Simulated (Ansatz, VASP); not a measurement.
**Cd: VASP beside Ansatz**

File INCAR:

```
ALGO = Normal
EDIFF = 1E-6
EDIFFG = -0.04
ENCUT = 600
GGA = PE
IBRION = 2
ISIF = 3
ISMEAR = 0
LASPH = T
LCHARG = F
LREAL = F
LWAVE = F
NELM = 80
NSW = 90
PREC = Accurate
SIGMA = 0.1
```

File KPOINTS:

```
k-points
0
Gamma
  6 6 2
```

POSCAR

```
Cd
1.0
    2.9411185330     -1.9438543578      0.0000000000
    2.9411185330      1.9438543578      0.0000000000
    0.0000000000      0.0000000000      7.9294663687
Cd
4
Direct
    0.8500000000      0.1500000000      0.1170000000
    0.6500000000      0.3500000000      0.6170000000
    0.1500000000      0.8500000000      0.8830000000
    0.3500000000      0.6500000000      0.3830000000
```

Input for Ansatz:

```yaml
crystal:
  lattice:
    - [2.941118533, -1.9438543578, 0.0]
    - [2.941118533, 1.9438543578, 0.0]
    - [0.0, 0.0, 7.9294663687]
  atoms:
    - { symbol: Cd, position: [0.85, 0.15, 0.117] }
    - { symbol: Cd, position: [0.65, 0.35, 0.617] }
    - { symbol: Cd, position: [0.15, 0.85, 0.883] }
    - { symbol: Cd, position: [0.35, 0.65, 0.383] }
basis:
  ecutwfc: 420
kpoints:
  mp_grid: { grid: [6, 6, 2] }
hamiltonian:
  xc: pbe
scf:
  occupations: { method: gaussian, width: 0.1 }
  lower_state_search: "off"
output:
  forces: true
  stress: true
  eigenvalues: true
relax:
  adjacent_minimum: "off"
  f_tol: 0.04
  max_steps: 70
  cell: { stress_tol: 0.4 }
```

Alike in both runs: task relaxation of cell and atoms; functional PBE; k mesh 6 × 6 × 2; occupations gaussian, width 0.1 eV; no spin polarisation.

|  | VASP | Ansatz |
| --- | --- | --- |
| version | VASP 6.6.1 | Ansatz 0.2.0 |
| potentials or method | VASP PAW PBE potentials, release 64 (Cd) | scalar-relativistic, plane waves, PAW |
| plane-wave cutoff (eV) | 600 | 420 |
| valence electrons in the cell | 48 | 80 |

Ansatz gave:

* gap on the k mesh at the Fermi level, each at its own relaxed structure (eV): none
* relaxed volume (Å³/atom): 23.95
* relaxed cell length with the largest relative difference (Å): 11.231
* energy change over the relaxation (meV/atom): -924

Estimate VASP's values.

gap on the k mesh at the Fermi level, each at its own relaxed structure (eV): none; relaxed volume (Å³/atom): 22.87; relaxed cell length with the largest relative difference (Å): 9.114; energy change over the relaxation (meV/atom): -945.

A gap of «none» marks a metal or a gap that the smearing closes. One of these differences is far larger than is usual between the two programs; its cause wasn't traced. The two sets of potentials don't hold the same shells in valence.

Caveats: the k mesh is coarse (spacing up to 0.40 Å⁻¹), so the values aren't converged.
